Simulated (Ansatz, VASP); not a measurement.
LiF in VASP and in Ansatz

POSCAR

```
LiF
1.0
    0.0000000000      2.1446105498      2.1446105498
    2.1446105498      0.0000000000      2.1446105498
    2.1446105498      2.1446105498      0.0000000000
Li F
1 1
Direct
    0.0000000000      0.0000000000      0.0000000000
    0.2500000000      0.2500000000      0.2500000000
```

Contents of INCAR.step1:

```
SYSTEM = LiF
  PREC = Accurate
  ENCUT = 520
  ISMEAR = 1
  SIGMA = 0.2
  LREAL = .False.
  LASPH = .True.
  NELM = 60
  NBANDS = 12
  GGA = PE
  ALGO = Normal
  EDIFF = 1E-4
  LWAVE = .True.
  LCHARG = .False.
```

File INCAR.step2:

```
SYSTEM = LiF
  PREC = Accurate
  ENCUT = 520
  EDIFF = 1E-6
  ISMEAR = 1
  SIGMA = 0.2
  LREAL = .False.
  LASPH = .True.
  NELM = 60
  ALGO = Normal
  ISIF = 2
  LWAVE = .False.
  LCHARG = .False.
  METAGGA = R2SCAN
  LMIXTAU = .True.
  NBANDS = 12
  ISTART = 1
```

The input KPOINTS:

```
Automatic mesh
0
Gamma
  8 8 8
  0 0 0
```

Input for Ansatz:

```yaml
crystal:
  lattice:
    - [0.0, 2.1446105498, 2.1446105498]
    - [2.1446105498, 0.0, 2.1446105498]
    - [2.1446105498, 2.1446105498, 0.0]
  atoms:
    - { symbol: Li, position: [0.0, 0.0, 0.0] }
    - { symbol: F, position: [0.25, 0.25, 0.25] }
kpoints:
  mp_grid: { grid: [8, 8, 8] }
hamiltonian:
  xc: r2scan
scf:
  occupations: { method: cold, width: 0.2 }
  n_extra_bands: 4
output:
  forces: true
  stress: true
  eigenvalues: true
```

Alike in both runs: task single point; functional r2SCAN; k mesh 8 × 8 × 8; no spin polarisation.

```csv
,VASP,Ansatz
version,VASP 6.6.1,Ansatz 0.2.0
potentials or method,"VASP PAW PBE potentials, release 64 (Li_sv, F)",plane waves
plane-wave cutoff (eV),520,500
occupations,"methfessel-paxton of order 1, width 0.2 eV","cold, width 0.2 eV"
valence electrons in the cell,10,10
```

|  | VASP | Ansatz | Ansatz less VASP |
| --- | --- | --- | --- |
| gap on the k mesh at the Fermi level (eV) | 8.76 | 8.66 | -0.098 |

Caveats: the PAW data sets were made with another functional, which shifts forces and pressure a little (VASP). r2SCAN opens gaps a little over a GGA but as a rule still falls short of measured ones. A k mesh can miss the band edges.
